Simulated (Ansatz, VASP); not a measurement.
One calculation of Sb, two programs

```
Sb
1.0
     3.16058    0.00000    0.00000
     0.00000    3.16058    0.00000
     0.00000    0.00000    3.16058
Sb
1
Direct
  0.00000 0.00000 0.00000
```

Alike in both runs: task single point; functional PBEsol; k mesh 14 × 14 × 14; occupations gaussian, width 0.1 eV; no spin polarisation.

|  | VASP | Ansatz |
| --- | --- | --- |
| version | VASP 6.6.1 | Ansatz 0.2.0 |
| potentials or method | VASP PAW PBE potentials, release 64 (Sb) | scalar-relativistic, plane waves, PAW |
| plane-wave cutoff (eV) | 520 | 420 |
| valence electrons in the cell | 5 | 15 |

```tsv
	VASP	Ansatz	Ansatz less VASP
gap on the k mesh at the Fermi level (eV)	none	none	-
pressure (GPa)	-4.7	-4.7	-0.04
```

A gap of «none» marks a metal or a gap that the smearing closes. The functional is the same, so the differences come from potentials, cutoffs and numerics. The two sets of potentials don't hold the same shells in valence.

Caveats: the PAW data sets were made with another functional, which shifts forces and pressure a little (VASP). Spin-orbit coupling is left out, which matters for the levels of Sb.
